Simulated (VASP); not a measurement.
Method: PBE GGA, VASP's PBE PAW potentials (set 64) (plane waves; VASP 6.6.1).

The input files of a VASP run:

KPOINTS:
```
Automatic mesh
0
Gamma
16 16 12
0 0 0
```

**POSCAR**
```
CoPt
1
    2.6900000000     0.0000000000     0.0000000000
    0.0000000000     2.6900000000     0.0000000000
    0.0000000000     0.0000000000     3.7000000000
Co Pt
1 1
Direct
  0.0000000000   0.0000000000   0.0000000000
  0.5000000000   0.5000000000   0.5000000000
```

**INCAR**
```
SYSTEM = CoPt
PREC = Accurate
ENCUT = 400
EDIFF = 1E-6
NELM = 100
ALGO = Normal
LREAL = .FALSE.
LASPH = .TRUE.
ISMEAR = 1
SIGMA = 0.1
GGA = PE
LMAXMIX = 6
ISPIN = 2
MAGMOM = 2.0 0.0
LORBIT = 10
LWAVE = .FALSE.
LCHARG = .FALSE.
ISIF = 2
```

POTCAR, in this order: Co Pt (PBE.64 set). Program: vasp_std.

Output of the run:

OSZICAR:
```
       N       E                     dE             d eps       ncg     rms          rms(c)
DAV:   1     0.861061705047E+02    0.86106E+02   -0.74774E+03 18224   0.121E+03
DAV:   2    -0.114836787897E+02   -0.97590E+02   -0.90237E+02 18530   0.256E+02
DAV:   3    -0.146962128108E+02   -0.32125E+01   -0.31202E+01 20908   0.567E+01
DAV:   4    -0.147353437527E+02   -0.39131E-01   -0.39116E-01 20790   0.548E+00
DAV:   5    -0.147364591878E+02   -0.11154E-02   -0.11154E-02 21758   0.987E-01    0.165E+01
DAV:   6    -0.166575816338E+02   -0.19211E+01   -0.16023E+01 18356   0.973E+01    0.238E+01
DAV:   7    -0.134161650646E+02    0.32414E+01   -0.10035E+01 22050   0.915E+01    0.776E+00
DAV:   8    -0.133776037981E+02    0.38561E-01   -0.46709E-01 20392   0.942E+00    0.374E+00
DAV:   9    -0.133138277132E+02    0.63776E-01   -0.10756E-01 24516   0.793E+00    0.107E+00
DAV:  10    -0.133125239845E+02    0.13037E-02   -0.14821E-02 25796   0.168E+00    0.385E-01
DAV:  11    -0.133121553219E+02    0.36866E-03   -0.13464E-03 24440   0.854E-01    0.178E-01
DAV:  12    -0.133120488531E+02    0.10647E-03   -0.20563E-04 24716   0.238E-01    0.701E-02
DAV:  13    -0.133120339114E+02    0.14942E-04   -0.25882E-05 22840   0.896E-02    0.360E-02
DAV:  14    -0.133120253185E+02    0.85929E-05   -0.23311E-05 23086   0.679E-02    0.167E-02
DAV:  15    -0.133120273415E+02   -0.20230E-05   -0.46114E-06 11952   0.295E-02    0.733E-03
DAV:  16    -0.133120271292E+02    0.21230E-06   -0.93313E-07  9590   0.163E-02
   1 F= -.13312027E+02 E0= -.13312300E+02  d E =0.820080E-03  mag=     2.2442
```

**OUTCAR**
```
------------------------ aborting loop because EDIFF is reached ----------------------------------------
  FORCE on cell =-STRESS in cart. coord.  units (eV):
  Direction    XX          YY          ZZ          XY          YZ          ZX
  --------------------------------------------------------------------------------------
  Total        0.1468875      0.1468875      0.3337500      0.0000000      0.0000000     -0.0000000
  in kB        8.7900024      8.7900024     19.9721859      0.0000000      0.0000000     -0.0000000
  external PRESSURE =      12.5173969 kB  Pullay stress =       0.0000000 kB
  volume of cell :       26.77
      direct lattice vectors                 reciprocal lattice vectors
     2.690000000  0.000000000  0.000000000     0.371747212  0.000000000  0.000000000
     0.000000000  2.690000000  0.000000000     0.000000000  0.371747212  0.000000000
     0.000000000  0.000000000  3.700000000     0.000000000  0.000000000  0.270270270
 POSITION                                       TOTAL-FORCE (eV/Angst)
 -----------------------------------------------------------------------------------
      0.00000      0.00000      0.00000         0.000000      0.000000      0.000000
      1.34500      1.34500      1.85000         0.000000      0.000000      0.000000
 -----------------------------------------------------------------------------------
    total drift:                                0.000000     -0.000000     -0.000000
  FREE ENERGIE OF THE ION-ELECTRON SYSTEM (eV)
  ---------------------------------------------------
  free  energy   TOTEN  =       -13.3120271292 eV

  energy  without entropy=      -13.3128472091  energy(sigma->0) =      -13.31230049

 total charge

# of ion       s       p       d       tot
------------------------------------------
    1        0.411   0.440   7.206   8.056
    2        0.714   0.664   8.041   9.419
--------------------------------------------------
tot          1.125   1.104  15.247  17.476

 magnetization (x)

# of ion       s       p       d       tot
------------------------------------------
    1       -0.002  -0.013   1.896   1.881
    2       -0.014  -0.052   0.447   0.381
--------------------------------------------------
tot         -0.015  -0.066   2.342   2.261
```
(Selected blocks of OUTCAR.)

The compound is CoPt in the L1_0 structure. The cell was not relaxed at this level. The run is one of a series of settings (KPOINTS 16×16×12 Γ-centred mesh against the base run), some of them coarse on purpose.
